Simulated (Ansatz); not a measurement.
**Pb across functionals**

```
Pb
1.0
     0.00000    2.49475    2.49475
     2.49475    0.00000    2.49475
     2.49475    2.49475    0.00000
Pb
1
Cartesian
  0.0000 0.0000 0.0000
```

Structure from Materials Project entry mp-20483 (possibly hypothetical), not relaxed further.

Spin–orbit coupling is left out, though it moves levels of the heavy atoms by tenths of an eV or more.

One fixed cell is solved with several functionals by frozen-core PAW in Ansatz 0.2.0, scalar-relativistically. A positive pressure means that the functional wants a larger cell.

The PAW files were made with PBE; their cores are remade for each functional.

The runs use a Γ-centred 13×13×13 k mesh, Fermi–Dirac smearing of 0.05 eV, cutoff 420 eV, no spin polarisation; the PAW files were made with PBE, and the program remakes their frozen cores for this functional.

Cutoffs: LDA 420 eV, PBEsol 420 eV, r²SCAN 500 eV, PBE 420 eV.

**Question.** One of the runs gave P (GPa) = -1.46, lowest level at Γ above −25 eV, from the valence-band top or, without a gap, the Fermi level (eV) = -17.04. Which setting was it?
A. LDA
B. PBE
C. PBEsol
D. r²SCAN

**Answer.** C. The full set:
| setting | P (GPa) | lowest level at Γ above −25 eV, from the valence-band top or, without a gap, the Fermi level (eV) |
| --- | --- | --- |
| LDA | -2.93 | -17.00 |
| PBEsol | -1.46 | -17.04 |
| r²SCAN | 0.11 | -17.84 |
| PBE | 1.28 | -17.13 |
